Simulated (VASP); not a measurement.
# KCl (Sylvite) (Fm-3m) in VASP: notebook

The runs below take KCl (Sylvite) through single point, with LDA, r2SCAN.

All numbers are computed with VASP 6.6.1; they aren't measurements. Logs are shortened: lines on timing, memory, paths and dates and some standing lists are left out, and cuts for length are marked.

**The experiment to reproduce.**

A printed reference work, monograph reports, for a bulk crystal of KCl: band gap 8.68 eV.

How close the calculation comes is told below.

## 1. The cell of the first run

It takes space group Fm-3m (No. 225, cubic). The conventional cell has a = 6.416 Å, b = 6.416 Å, c = 6.416 Å, α = 90.00°, β = 90.00°, γ = 90.00°. Within 4.2 Å of K (site symmetry m-3m) lie 6 Cl at 3.21 Å. Cl (site symmetry m-3m) has 6 K at 3.21 Å within 4.2 Å.

## 2. Single point, LDA

File INCAR:

```
PREC     = Accurate       # precision mode
ENCUT    = 520            # plane-wave cutoff, eV
EDIFF    = 1E-6           # SCF threshold, eV
ISMEAR   = -1             # smearing method
SIGMA    = 0.05           # smearing width, eV
LREAL    = F              # projectors in reciprocal space
LASPH    = T              # aspherical terms in the spheres
NELM     = 80             # most SCF steps
ALGO     = Normal         # electronic algorithm
ISIF     = 2              # what is computed and relaxed
LWAVE    = F              # write WAVECAR
LCHARG   = F              # write CHGCAR
GGA      = CA             # functional
NBANDS   = 15             # bands
```

File KPOINTS:

```
Automatic mesh
0
Gamma
  6 6 6
```

File POSCAR:

```
KCl
1.0
    0.0000000000      3.2081811574      3.2081811574
    3.2081811574      0.0000000000      3.2081811574
    3.2081811574      3.2081811574      0.0000000000
K Cl
1 1
Direct
    0.0000000000      0.0000000000      0.0000000000
    0.5000000000      0.5000000000      0.5000000000
```

Potentials or basis: VASP PAW LDA potentials, release 64 (K_sv, Cl).

On the command line:

```bash
$ cat potpaw_LDA.64/K_sv/POTCAR potpaw_LDA.64/Cl/POTCAR > POTCAR
$ mpirun -np 1 vasp_std > vasp.out
```

OUTCAR:

```text
PREC = Accurate
   ENCUT = 520
   EDIFF = 1E-6
   ISMEAR = -1
   LREAL = F
   LASPH = T
   NELM = 80
   ISIF = 2
   GGA = CA

 ion  position               nearest neighbor table
   1  0.000  0.000  0.000-   2 3.21   2 3.21   2 3.21   2 3.21   2 3.21   2 3.21
   2  0.500  0.500  0.500-   1 3.21   1 3.21   1 3.21   1 3.21   1 3.21   1 3.21

  LATTYP: Found a face centered cubic cell.
 ALAT       =     6.4163623148

  Lattice vectors:

 A1 = (   0.0000000000,   3.2081811574,   3.2081811574)
 A2 = (   3.2081811574,   0.0000000000,   3.2081811574)
 A3 = (   3.2081811574,   3.2081811574,   0.0000000000)

Analysis of symmetry for initial positions (statically):
=====================================================================
 Subroutine PRICEL returns:
 Original cell was already a primitive cell.

 Routine SETGRP: Setting up the symmetry group for a
 face centered cubic supercell.

 Subroutine GETGRP returns: Found 48 space group operations
 (whereof 48 operations were pure point group operations)
 out of a pool of 48 trial point group operations.

The static configuration has the point symmetry O_h .

Analysis of symmetry for dynamics (positions and initial velocities):
=====================================================================
 Subroutine PRICEL returns:
 Original cell was already a primitive cell.

 Routine SETGRP: Setting up the symmetry group for a
 face centered cubic supercell.

 Subroutine GETGRP returns: Found 48 space group operations
 (whereof 48 operations were pure point group operations)
 out of a pool of 48 trial point group operations.

The dynamic configuration has the point symmetry O_h .

 Subroutine INISYM returns: Found 48 space group operations
 (whereof 48 operations are pure point group operations),
 and found     1 'primitive' translations

----------------------------------------------------------------------------------------

                                     Primitive cell

  volume of cell :      66.0399

  direct lattice vectors                    reciprocal lattice vectors
     0.000000000  3.208181157  3.208181157    -0.155851548  0.155851548  0.155851548
     3.208181157  0.000000000  3.208181157     0.155851548 -0.155851548  0.155851548
     3.208181157  3.208181157  0.000000000     0.155851548  0.155851548 -0.155851548

  length of vectors
     4.537053303  4.537053303  4.537053303     0.269942800  0.269942800  0.269942800

  position of ions in fractional coordinates (direct lattice)
[... 8 lines left out ...]
----------------------------------------------------------------------------------------

 KPOINTS: Automatic mesh
[... 72 lines left out ...]
   EMIN   =  10.00;   EMAX   =-10.00  energy-range for DOS
   EFERMI =   0.00;   METHOD = LEGACY
   ISMEAR =    -1;   SIGMA  =   0.05  broadening in eV -4-tet -1-fermi 0-gaus
   EFERMI_NEDOS =   21; number of points for ismear=-14 and -15
   IALGO  =     38    algorithm
   IMIX   =      4    mixing-type and parameters
     AMIX     =   0.40;   BMIX     =  1.00
     AMIX_MAG =   1.60;   BMIX_MAG =  1.00
  volume/ion in A,a.u.               =      33.02       222.83
  Fermi-wavevector in a.u.,A,eV,Ry     =   1.020577  1.928612 14.171532  1.041578
  Thomas-Fermi vector in A             =   2.154155
   LORBIT       =      0    0 simple, 1 ext, 2 COOP (PROOUT), +10 PAW based schemes
   GGA     = CA    functional components
   LHFCALC =     F    Hartree Fock is set to
   AEXX    =    0.0000 exact exchange contribution
   IVDW    =     0    specifies the selected vdW correction
   LEPSILON=     F    determine dielectric tensor
   LRPA    =     F    only Hartree local field effects (RPA)
 non-spin polarized calculation
  energy-cutoff  :      520.00
  volume of cell :       66.04
 maximum number of plane-waves:      1807
 NGX is ok and might be reduce to    36
   NGX = 17   NGY = 17   NGZ = 17

 number of electron      15.9999999 magnetization

 Free energy of the ion-electron system (eV)
  ---------------------------------------------------
  ext. energy  EPLUGINS =         0.00000000
  ---------------------------------------------------
  free energy    TOTEN  =        -7.31739630 eV

  energy without entropy =       -7.31739630  energy(sigma->0) =       -7.31739630

 E-fermi :  -1.1677     XC(G=0):  -7.8718

 val. band max:       -2.3065440323   @ k =   0.0000   0.0000   0.0000
 cond. band min:       2.2574072091   @ k =   0.0000   0.0000   0.0000
 fundamental gap:      4.5639512414
 Fermi energy:        -1.1677377437

 k-point     1 :       0.0000    0.0000    0.0000
  band No.  band energies     occupation
      1     -29.2794      2.00000
      2     -14.2689      2.00000
      3     -12.9752      2.00000
      4     -12.9752      2.00000
      5     -12.9752      2.00000
      6      -2.3065      2.00000
      7      -2.3065      2.00000
      8      -2.3065      2.00000
      9       2.2574      0.00000
     10       5.7460      0.00000
     11       5.7460      0.00000
     12       5.7460      0.00000
     13       6.6432      0.00000
     14       6.6432      0.00000
[... 257 lines left out ...]
      2     -14.2448      2.00000
      3     -13.0804      2.00000
      4     -13.0427      2.00000
      5     -12.9252      2.00000
      6      -2.8780      2.00000
      7      -2.7131      2.00000
      8      -2.6638      2.00000
      9       4.5800      0.00000
     10       6.0841      0.00000
     11       6.1361      0.00000
     12       7.3450      0.00000
     13       8.2468      0.00000
     14       8.9993      0.00000
     15       9.4036      0.00000

------------------------ aborting loop because EDIFF is reached ----------------------------------------

  FORCE on cell =-STRESS in cart. coord.  units (eV):
  Direction    XX          YY          ZZ          XY          YZ          ZX
  --------------------------------------------------------------------------------------
  -------------------------------------------------------------------------------------
  Total       -1.0764588     -1.0764588     -1.0764588     -0.0000000     -0.0000000      0.0000000
  in kB      -26.1156799    -26.1156799    -26.1156799     -0.0000000     -0.0000000      0.0000000
  external PRESSURE =     -26.1156799 kB  Pullay stress =       0.0000000 kB

 VOLUME and BASIS-vectors are now :
 -----------------------------------------------------------------------------
  energy-cutoff  :      520.00
  volume of cell :       66.04
      direct lattice vectors                 reciprocal lattice vectors
     0.000000000  3.208181157  3.208181157    -0.155851548  0.155851548  0.155851548
     3.208181157  0.000000000  3.208181157     0.155851548 -0.155851548  0.155851548
     3.208181157  3.208181157  0.000000000     0.155851548  0.155851548 -0.155851548

 POSITION                                       TOTAL-FORCE (eV/Angst)
 -----------------------------------------------------------------------------------
      0.00000      0.00000      0.00000        -0.000000     -0.000000     -0.000000
      3.20818      3.20818      3.20818         0.000000      0.000000      0.000000
 -----------------------------------------------------------------------------------
    total drift:                                0.000000      0.000000      0.000000

  FREE ENERGIE OF THE ION-ELECTRON SYSTEM (eV)
  ---------------------------------------------------
  free  energy   TOTEN  =        -7.3173963000 eV

  energy  without entropy=       -7.3173963000  energy(sigma->0) =       -7.31739630
```

OSZICAR:

```text
N       E                     dE             d eps       ncg     rms          rms(c)
DAV:   1     0.103573774766E+03    0.10357E+03   -0.69899E+03   480   0.951E+02
DAV:   2    -0.105817548372E+01   -0.10463E+03   -0.93920E+02   634   0.244E+02
DAV:   3    -0.740224793524E+01   -0.63441E+01   -0.63121E+01   641   0.523E+01
DAV:   4    -0.762965890323E+01   -0.22741E+00   -0.22731E+00   779   0.968E+00
DAV:   5    -0.763195888772E+01   -0.23000E-02   -0.22999E-02   656   0.103E+00    0.315E+00
DAV:   6    -0.734761804279E+01    0.28434E+00   -0.39219E-01   606   0.319E+00    0.252E+00
DAV:   7    -0.731807083693E+01    0.29547E-01   -0.63304E-02   655   0.152E+00    0.150E+00
DAV:   8    -0.731724925265E+01    0.82158E-03   -0.12012E-02   677   0.794E-01    0.235E-01
DAV:   9    -0.731725235722E+01   -0.31046E-05   -0.68310E-04   628   0.151E-01    0.841E-02
DAV:  10    -0.731739394172E+01   -0.14158E-03   -0.10306E-04   552   0.772E-02    0.187E-02
DAV:  11    -0.731739575734E+01   -0.18156E-05   -0.45370E-06   709   0.157E-02    0.779E-03
DAV:  12    -0.731739629999E+01   -0.54265E-06   -0.15649E-06   525   0.881E-03
   1 F= -.73173963E+01 E0= -.73173963E+01  d E =-.188786E-10
```

stdout:

```text
POSCAR found type information on POSCAR K Cl
 POSCAR found :  2 types and       2 ions
 scaLAPACK will be used
 LDA part: xc-table for (Slater(with rela. corr.)+CA(PZ))
 , standard interpolation
 POSCAR, INCAR and KPOINTS ok, starting setup
 FFT: planning ... GRIDC
 FFT: planning ... GRID_SOFT
 FFT: planning ... GRID
 WAVECAR not read
 entering main loop
```

It took 6.1 s on 1 thread of Intel Xeon 6975P-C (Granite Rapids), shared host; peak memory 0.17 GiB.

What came out:

| Quantity | Value |
| --- | --- |
| Free energy | -7.3174 eV |
| Pressure | -2.6 GPa |
| Band gap on the k mesh | 4.56 eV, direct |

Levels at points of the mesh, in eV from the valence-band top:
```
           k point  band 5  band 6  band 7  band 8  band 9  band 10  band 11  band 12
(0.00, 0.00, 0.00)  -10.67    0.00    0.00    0.00    4.56     8.05     8.05     8.05
(0.50, 0.00, 0.00)  -10.45   -1.03   -0.30   -0.30    7.02     8.02    10.09    10.09
(0.50, 0.50, 0.00)  -10.72   -0.66   -0.22   -0.22    6.21     7.71     9.32     9.93
```

(Part 1 of 2 ends here.)
